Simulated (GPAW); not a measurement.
A run of GPAW 26.7.0 is set up as follows.

File run.py:

```python
from ase import Atoms
from ase.filters import FrechetCellFilter
from ase.io import write
from ase.optimize import BFGS
from ase.units import GPa
from gpaw import GPAW, PW, setup_paths

setup_paths.insert(0, '.')

atoms = Atoms(['Ti'],
              cell=[[0.0, 2.03, 2.03],
                    [2.03, 0.0, 2.03],
                    [2.03, 2.03, 0.0]],
              scaled_positions=[[0.0, 0.0, 0.0]],
              pbc=True)

calc = GPAW(mode=PW(600),
            xc='PBEsol',
            kpts={'size': (11, 11, 11), 'gamma': True},
            occupations={'name': 'fermi-dirac', 'width': 0.05},
            nbands=14,
            convergence={'density': 1e-05, 'forces': 0.0001},
            maxiter=150,
            txt='gpaw.txt')
atoms.calc = calc
opt = BFGS(FrechetCellFilter(atoms, scalar_pressure=30 * GPa), trajectory='relax.traj', logfile='-')
done = opt.run(fmax=0.02, steps=60)
calc.write('gs.gpw')
write('result.traj', atoms)
print('Converged:', done)
print('Cell:', atoms.cell.cellpar().round(4))
print('Volume:', round(atoms.get_volume(), 4))
print(atoms.get_scaled_positions().round(5))
```

Potentials or basis: PAW data sets generated in the run's folder for this functional, pw.

Run with:

```console
$ gpaw-setup -f PBEsol Ti
$ OMP_NUM_THREADS=1 python run.py
```

(1) What does it give for the space group after relaxing (to 0.05 Å)?

(2) Estimate the relaxed cell.

(3) What does it give for the relaxed volume?

(4) What does it give for the band gap on the k mesh?

## Answers

(1) Fm-3m (No. 225).

(2) a = 2.691 Å, b = 2.691 Å, c = 2.691 Å, α = 60.00°, β = 60.00°, γ = 60.00°.

(3) 13.79 Å³/atom.

(4) none (metal or under the smearing width).

Caveat: later steps reuse the first step's grids; the volume moved by over 15 % at a fixed basis, so the end points are rough.
